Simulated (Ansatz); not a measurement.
## InSe: rigid cleavage

Method: DFT r2SCAN, scalar-relativistic, plane waves, PAW in Ansatz. The runs took a 500 eV cutoff, a Γ-centred 8×8×2 mesh and Gaussian smearing (0.05 eV). No spin polarisation. Energies are free energies at this smearing, counted from the undisturbed cell; pressure is positive in compression.

Reference structure (as given, not relaxed at this level; it stands at 1.2 GPa):

```
In Se
1.0
    -2.00000   -3.46410    0.00000
     2.00000   -3.46410    0.00000
     0.00000    0.00000   24.95001
In Se
6 6
Cartesian
  0.0000 0.0000 19.3924
  0.0000 -2.3094 2.7591
  0.0000 -4.6188 11.0757
  0.0000 0.0000 22.1918
  0.0000 -2.3094 5.5584
  0.0000 -4.6188 13.8751
  0.0000 0.0000 9.7991
  0.0000 -2.3094 18.1158
  0.0000 -4.6188 1.4824
  0.0000 0.0000 15.1509
  0.0000 -2.3094 23.4676
  0.0000 -4.6188 6.8342
```

The cell holds layers and no dispersion correction was added, so their binding is poorly described.

The cut lies on the cell's a–b face, a (0 0 -1) plane (indices in the standard cell, whose axes needn't be the Cartesian ones shown) of area 13.86 Å², between layers 2.96 Å apart. Vector c is lengthened by d along the normal with the atoms' Cartesian places fixed: one unrelaxed cut a cell.

Problem. Over the sampled range (-0.30 to 6.00), is the undisturbed cell the lowest point?

Solution. No: the energy is lower at d (Å) = 0.50, -0.03 in energy (J/m²).

Problem. Does the gap on the k-mesh survive along the scan?

Solution. It is 0.82 eV in the undisturbed cell and stays between 0.76 and 1.29 eV.

The scan:

```tsv
d (Å)	energy (J/m²)
-0.30	0.09
-0.15	0.03
0.00	0.00
0.25	-0.03
0.50	-0.03
0.75	-0.03
1.00	-0.02
1.50	0.00
2.00	0.02
3.00	0.03
4.50	0.03
6.00	0.03
```

Cost: 12 runs of about 56 core-minutes in all, on Intel Xeon Processor @ 2.50GHz (Skylake/Cascade Lake) (shared hosts).